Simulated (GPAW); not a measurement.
Si2Ni:

```
Ni Si
1.0
     0.00000    2.70300    2.70300
     2.70300    0.00000    2.70300
     2.70300    2.70300    0.00000
Ni Si
1 2
Direct
  0.00000 0.00000 0.00000
  0.75000 0.75000 0.75000
  0.25000 0.25000 0.25000
```

| Property | Result |
| --- | --- |
| Program | GPAW 26.7.0 |
| Task | relaxation of cell and atoms |
| Functional | PBEsol |
| Dispersion | D4 |
| Potentials or basis | PAW data sets generated in the run's folder for this functional |
| Cutoff | 600 eV |
| Basis | pw |
| k mesh | 7 × 7 × 7 |
| Occupations | fermi-dirac, width 0.05 eV |
| Spin | collinear spin, ferromagnetic start |
| Starting moments | [1.0, 0.0, 0.0] μB |

At the start: pressure -3.2 GPa; volume 13.17 Å³/atom.

Task: How do energy, volume and symmetry change on relaxing?

Result: Over 3 steps the energy falls by 2.5 meV/atom and the volume is 12.91 Å³/atom (-1.9 %); space group Fm-3m (No. 225, to 0.05 Å); moment 0.00 μB per cell.

The path:
| step | energy change (eV) | largest force (eV/Å) | pressure (GPa) | volume (Å³) |
| --- | --- | --- | --- | --- |
| 1 | 0.0000 | 0.0000 | -3.22 | 39.50 |
| 2 | -0.0027 | 0.0000 | -2.61 | 39.35 |
| 3 | -0.0076 | 0.0000 | 0.07 | 38.73 |

Final structure:
```
Ni Si
1.0
     0.00000    2.68540    2.68540
     2.68540    0.00000    2.68540
     2.68540    2.68540    0.00000
Ni Si
1 2
Cartesian
  0.0000 0.0000 0.0000
  4.0281 4.0281 4.0281
  1.3427 1.3427 1.3427
```

Caveat: each step starts from the last one's moments, so a moment once lost doesn't come back; the stock nickel data set gives pressures a few GPa off other programs; later steps reuse the first step's grids; pairwise dispersion overbinds metals, which lowers pressure and volume.
